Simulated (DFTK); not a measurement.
Write the native input for DFTK 0.8.2 that does the following.

- Task: equation of state
- Functional: AM05
- Potentials or basis: cp2k.nc.sr.pbe.v0_1.semicore.gth (PBE, GTH)
- Cutoff: 544 eV
- k mesh: 6 × 6 × 6
- Occupations: fermi-dirac, width 0.05 eV
- Spin: no spin polarisation
- Valence electrons: I 7
- Volume scales: [0.94, 0.96, 0.98, 1.0, 1.02, 1.04, 1.06]
- SCF tolerance on the density: 1e-06

The structure of I lies in I.xyz:

```xyz
1
Lattice="0.0000000000 2.3656004428 3.9098401324 2.1922454667 0.0000000000 3.9098401324 2.1922454667 2.3656004428 0.0000000000" Properties=species:S:1:pos:R:3 pbc="T T T"
I      0.0000000000      0.0000000000      0.0000000000
```

These files were run (other wordings do the same):

run.jl

```julia
using DFTK
using PseudoPotentialData
using Unitful, UnitfulAtomic
using LinearAlgebra, Printf
include("save.jl")
disable_threading()

lines     = readlines("I.xyz")
cell_ang  = reshape(parse.(Float64, split(match(r"Lattice=\"([^\"]+)\"", lines[2])[1])), 3, 3)
lattice   = austrip(1u"Å") * cell_ang
symbols   = [Symbol(split(l)[1]) for l in lines[3:end]]
positions = [round.(cell_ang \ parse.(Float64, split(l)[2:4]); digits=9) for l in lines[3:end]]
pseudopotentials = PseudoFamily("cp2k.nc.sr.pbe.v0_1.semicore.gth")
elements = Dict(s => ElementPsp(s, pseudopotentials) for s in unique(symbols))
atoms    = [elements[s] for s in symbols]

build_model(lattice, positions; symmetries=true) =
    model_DFT(lattice, atoms, positions;
              functionals=[:gga_x_am05, :gga_c_am05],
              temperature=austrip(0.05u"eV"),
              smearing=Smearing.FermiDirac(),
              symmetries)
Ecut  = 20.0  # hartree
kgrid = [6, 6, 6]
tol   = 1e-6
to_GPa = ustrip(uconvert(u"GPa", 1u"hartree/bohr^3"))

results["points"] = []
for scale in [0.94, 0.96, 0.98, 1.0, 1.02, 1.04, 1.06]
    println("\n=== scale = ", scale)
    model = build_model(cbrt(scale) * lattice, positions)
    basis = PlaneWaveBasis(model; Ecut, kgrid)
    t0 = time()
    scfres = self_consistent_field(basis;
                                   tol,
                                   nbandsalg=AdaptiveBands(model; n_bands_converge=8))
    seconds = time() - t0
    @printf "SCF: %d iterations, %.1f s\n" scfres.n_iter seconds
    forces = compute_forces_cart(scfres)
    stress = compute_stresses_cart(scfres)
    @printf "V = %.5f Å^3  F = %.8f Ha  max force = %.5f eV/Å  p = %.4f GPa\n" ustrip(auconvert(u"Å^3", model.unit_cell_volume)) scfres.energies.total ustrip(auconvert(u"eV/Å", maximum(norm, forces))) (-tr(stress) / 3 * to_GPa)
    push!(results["points"], save_scf!(scfres; forces, stress, d=Dict{String,Any}("seconds" => seconds, "n_matvec" => get(scfres, :n_matvec, 0))))
end

# third-order Birch-Murnaghan fit in x = V^(-2/3)
V = [0.94, 0.96, 0.98, 1.0, 1.02, 1.04, 1.06] * abs(det(lattice))
E = [p["total"] for p in results["points"]]
x = V .^ (-2 / 3)
c = [x .^ 0 x x .^ 2 x .^ 3] \ E
Δ = c[3]^2 - 3c[2] * c[4]
if Δ > 0
    x0 = (-c[3] + sqrt(Δ)) / 3c[4]
    B0 = 4 / 9 * x0^(7 / 2) * (2c[3] + 6c[4] * x0)
    @printf "V0 = %.4f Å^3  B0 = %.2f GPa\n" ustrip(auconvert(u"Å^3", x0^(-3 / 2))) B0 * to_GPa
end
```

Potentials or basis: cp2k.nc.sr.pbe.v0_1.semicore.gth (PBE, GTH).

Launch:

```console
$ julia --threads=1 run.jl  # save.jl only writes the numbers to a file and isn't shown; printed stress counts tension as positive; times include loading and compiling
```

Results of the run:

```yaml
Equilibrium_volume: 40.15 Å³/atom
Bulk_modulus_at_fixed_shape_and_positions: 25 GPa
Pressure_derivative_of_the_bulk_modulus: "5.7 (rough: it moves with the points fitted)"
```

Caveat: GTH potentials come without recommended cutoffs, and this one wasn't checked for convergence; the cell was scaled at fixed shape and fractional positions, which overstates the stiffness of a crystal with free parameters, most of all of layers and chains; the potentials were made for another functional, which shifts forces and pressure.

Wall time 7.6 min on 1 thread of Intel(R) Xeon(R) Platinum 8488C (Sapphire Rapids), with other jobs on the host, peak memory 1.8 GiB.
